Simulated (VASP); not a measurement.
# Cs (I4_1/amd) in VASP: single point with PBE

Aim: the single point of Cs with PBE.

Everything below comes from runs of VASP 6.6.1. Logs are shortened: lines on timing, memory, paths and dates and some standing lists are left out, and cuts for length are marked.

### 1 The crystal as given

It takes space group I4_1/amd (No. 141, tetragonal). Conventional cell: a = 5.108 Å, b = 5.108 Å, c = 19.192 Å, α = 90.00°, β = 90.00°, γ = 90.00°.

This isn't the form of Cs at room conditions, which is bcc.

### 2 Single point, PBE

INCAR

```
SYSTEM = Cs
PREC = Accurate
ENCUT = 520
EDIFF = 1E-6
ISMEAR = -1
SIGMA = 0.15
LREAL = .False.
LASPH = .True.
NELM = 60
ALGO = Normal
ISIF = 2
LWAVE = .False.
LCHARG = .False.
GGA = PE
NBANDS = 16
```

KPOINTS

```
regular mesh
0
Gamma
  6 6 6
  0 0 0
```

POSCAR

```
Cs
1.0
   10.2532320000      0.0000000000      0.0000000000
    7.7088127511      6.7603973562      0.0000000000
   -8.9810217650     -3.3801984483      3.6116856110
Cs
2
Direct
    0.2500000000      0.7500000000      0.5000000000
    0.5000000000      0.5000000000      0.0000000000
```

Potentials or basis: VASP PAW PBE potentials, release 64 (Cs_sv).

Run with:

```sh
> cat potpaw_PBE.64/Cs_sv/POTCAR > POTCAR
> mpirun -np 1 vasp_std > vasp.out
```

OUTCAR:

```text
SYSTEM = Cs
   PREC = Accurate
   ENCUT = 520
   EDIFF = 1E-6
   ISMEAR = -1
   LREAL = .False.
   LASPH = .True.
   NELM = 60
   ISIF = 2
   GGA = PE

 ion  position               nearest neighbor table
   1  0.250  0.750  0.500-
   2  0.500  0.500  0.000-

  LATTYP: Found a body centered tetragonal cell.
 ALAT       =     5.1076935484
 C/A-ratio  =     3.7574952863

  Lattice vectors:

 A1 = (  10.2532320000,   0.0000000000,   0.0000000000)
 A2 = (   7.7088127511,   6.7603973562,   0.0000000000)
 A3 = (  -8.9810217650,  -3.3801984483,   3.6116856110)

Analysis of symmetry for initial positions (statically):
=====================================================================
 Subroutine PRICEL returns:
 Original cell was already a primitive cell.

 Routine SETGRP: Setting up the symmetry group for a
 body centered tetragonal supercell.

 Subroutine GETGRP returns: Found 16 space group operations
 (whereof  8 operations were pure point group operations)
 out of a pool of 16 trial point group operations.

The static configuration has the point symmetry D_2d.
 The point group associated with its full space group is D_4h.

Analysis of symmetry for dynamics (positions and initial velocities):
=====================================================================
 Subroutine PRICEL returns:
 Original cell was already a primitive cell.

 Routine SETGRP: Setting up the symmetry group for a
 body centered tetragonal supercell.

 Subroutine GETGRP returns: Found 16 space group operations
 (whereof  8 operations were pure point group operations)
 out of a pool of 16 trial point group operations.

The dynamic configuration has the point symmetry D_2d.
 The point group associated with its full space group is D_4h.

 Subroutine INISYM returns: Found 16 space group operations
 (whereof  8 operations are pure point group operations),
 and found     1 'primitive' translations

----------------------------------------------------------------------------------------

                                     Primitive cell

  volume of cell :     250.3473

  direct lattice vectors                    reciprocal lattice vectors
    10.253232000  0.000000000  0.000000000     0.097530223 -0.111212727  0.138439504
[... 78 lines left out ...]
   ISTART =      0    job   : 0-new  1-cont  2-samecut
   ICHARG =      2    charge: 1-file 2-atom 10-const
   ISPIN  =      1    spin polarized calculation?
   LNONCOLLINEAR =      F non collinear calculations
   LSORBIT =      F    spin-orbit coupling
   LASPH  =      T    aspherical Exc in radial PAW
   ENCUT  =  520.0 eV  38.22 Ry    6.18 a.u.  19.06 19.06 19.06*2*pi/ulx,y,z
   NELM   =     60;   NELMIN=  2; NELMDL= -5     # of ELM steps
   EDIFF  = 0.1E-05   stopping-criterion for ELM
   LREAL  =      F    real-space projection
   EDIFFG = 0.1E-04   stopping-criterion for IOM
   NSW    =      0    number of steps for IOM
   IBRION =     -1    ionic relax: 0-MD 1-quasi-New 2-CG
   NFREE  =      0    steps in history (QN), initial steepest desc. (CG)
   ISIF   =      2    stress and relaxation
   ISYM   =      2    0-nonsym 1-usesym 2-fastsym
   POTIM  = 0.5000    time-step for ionic-motion
   TEBEG  =    0.0;   TEEND  =   0.0 temperature during run
   PSTRESS=    0.0 pullay stress
   NELECT =      18.0000    total number of electrons
   NUPDOWN=      -1.0000    fix difference up-down
   EMIN   =  10.00;   EMAX   =-10.00  energy-range for DOS
   EFERMI =   0.00;   METHOD = LEGACY
   ISMEAR =    -1;   SIGMA  =   0.15  broadening in eV -4-tet -1-fermi 0-gaus
   EFERMI_NEDOS =   21; number of points for ismear=-14 and -15
   IALGO  =     38    algorithm
   IMIX   =      4    mixing-type and parameters
     AMIX     =   0.40;   BMIX     =  1.00
     AMIX_MAG =   1.60;   BMIX_MAG =  1.00
  volume/ion in A,a.u.               =     125.17       844.71
  Fermi-wavevector in a.u.,A,eV,Ry     =   0.680745  1.286422  6.305133  0.463414
  Thomas-Fermi vector in A             =   1.759326
   LORBIT       =      0    0 simple, 1 ext, 2 COOP (PROOUT), +10 PAW based schemes
   GGA     = PE    functional components
   LHFCALC =     F    Hartree Fock is set to
   AEXX    =    0.0000 exact exchange contribution
   IVDW    =     0    specifies the selected vdW correction
   LEPSILON=     F    determine dielectric tensor
   LRPA    =     F    only Hartree local field effects (RPA)
 non-spin polarized calculation
  energy-cutoff  :      520.00
  volume of cell :      250.35
 maximum number of plane-waves:      6816
 NGX is ok and might be reduce to    80
   NGX = 39   NGY = 39   NGZ = 39

 number of electron      18.0000001 magnetization

 Free energy of the ion-electron system (eV)
  ---------------------------------------------------
  ext. energy  EPLUGINS =         0.00000000
  ---------------------------------------------------
  free energy    TOTEN  =        -1.67842931 eV

  energy without entropy =       -1.50098769  energy(sigma->0) =       -1.58970850

 E-fermi :   0.2580     XC(G=0):  -5.1902

 val. band max:        0.2168370172   @ k =  -0.3333   0.5000   0.1667
 cond. band min:       0.2960167991   @ k =   0.3333   0.3333   0.0000
 fundamental gap:      0.0791797819
 Fermi energy:         0.2579983835

 k-point     1 :       0.0000    0.0000    0.0000
  band No.  band energies     occupation
      1     -23.7201      2.00000
      2     -23.7159      2.00000
      3     -10.5795      2.00000
      4     -10.4670      2.00000
      5     -10.4640      2.00000
      6     -10.4640      2.00000
[... 433 lines left out ...]
      3     -10.5581      2.00000
      4     -10.5045      2.00000
      5     -10.4893      2.00000
      6     -10.4794      2.00000
[... 8 lines left out ...]
     15       2.7688      0.00000
     16       3.2220      0.00000

 [... further k-points ...]
[... 5 lines left out ...]
  --------------------------------------------------------------------------------------
  -------------------------------------------------------------------------------------
  Total       -0.1289512     -0.0131649      0.0059437     -0.0507706      0.0000000      0.0000000
  in kB       -0.8252644     -0.0842529      0.0380386     -0.3249224      0.0000000      0.0000000
  external PRESSURE =      -0.2904929 kB  Pullay stress =       0.0000000 kB

 VOLUME and BASIS-vectors are now :
 -----------------------------------------------------------------------------
  energy-cutoff  :      520.00
  volume of cell :      250.35
      direct lattice vectors                 reciprocal lattice vectors
    10.253232000  0.000000000  0.000000000     0.097530223 -0.111212727  0.138439504
     7.708812751  6.760397356  0.000000000     0.000000000  0.147920299  0.138439504
    -8.981021765 -3.380198448  3.611685611     0.000000000  0.000000000  0.276879028

 POSITION                                       TOTAL-FORCE (eV/Angst)
 -----------------------------------------------------------------------------------
      3.85441      3.38020      1.80584        -0.000000      0.000000     -0.000000
      8.98102      3.38020      0.00000         0.000000     -0.000000      0.000000
 -----------------------------------------------------------------------------------
    total drift:                                0.000000      0.000000     -0.000000

  FREE ENERGIE OF THE ION-ELECTRON SYSTEM (eV)
  ---------------------------------------------------
  free  energy   TOTEN  =        -1.6784293132 eV

  energy  without entropy=       -1.5009876866  energy(sigma->0) =       -1.58970850
```

OSZICAR:

```text
N       E                     dE             d eps       ncg     rms          rms(c)
DAV:   1     0.137563501039E+03    0.13756E+03   -0.58853E+03   960   0.806E+02
DAV:   2     0.172952900756E+02   -0.12027E+03   -0.11591E+03  1480   0.148E+02
DAV:   3    -0.126616269124E+01   -0.18561E+02   -0.18502E+02  1176   0.632E+01
DAV:   4    -0.167294337428E+01   -0.40678E+00   -0.40669E+00  1336   0.112E+01
DAV:   5    -0.167608869294E+01   -0.31453E-02   -0.31452E-02  1288   0.997E-01    0.199E-01
DAV:   6    -0.167672454210E+01   -0.63585E-03   -0.30901E-03  1344   0.259E-01    0.140E-01
DAV:   7    -0.167819150490E+01   -0.14670E-02   -0.64717E-03  1200   0.370E-01    0.577E-02
DAV:   8    -0.167842072187E+01   -0.22922E-03   -0.36960E-04  1344   0.892E-02    0.133E-02
DAV:   9    -0.167842760950E+01   -0.68876E-05   -0.33702E-05  1264   0.259E-02    0.630E-03
DAV:  10    -0.167842944505E+01   -0.18355E-05   -0.51689E-06  1080   0.813E-03    0.144E-03
DAV:  11    -0.167842931323E+01    0.13183E-06   -0.56922E-07   992   0.425E-03
   1 F= -.16784293E+01 E0= -.15897085E+01  d E =-.177442E+00
```

stdout:

```text
POSCAR found type information on POSCAR Cs
 POSCAR found :  1 types and       2 ions
 scaLAPACK will be used
 LDA part: xc-table for (Slater+PW92), standard interpolation
 POSCAR, INCAR and KPOINTS ok, starting setup
 FFT: planning ... GRIDC
 FFT: planning ... GRID_SOFT
 FFT: planning ... GRID
 WAVECAR not read
 entering main loop
```

Wall time 9.3 min (1 thread of AMD EPYC 7R13 (Zen 3), shared host); peak memory 0.84 GiB.

What came out:

```
Free energy            : -1.6784 eV
Pressure               : 0.0 GPa
Band gap on the k mesh : none (metal or under the smearing width)
```

Stress tensor (GPa, compression positive):
```
-0.08 -0.03  0.00
-0.03 -0.01  0.00
 0.00  0.00  0.00
```

The run has no spin-orbit coupling, so splittings on Cs are missing.
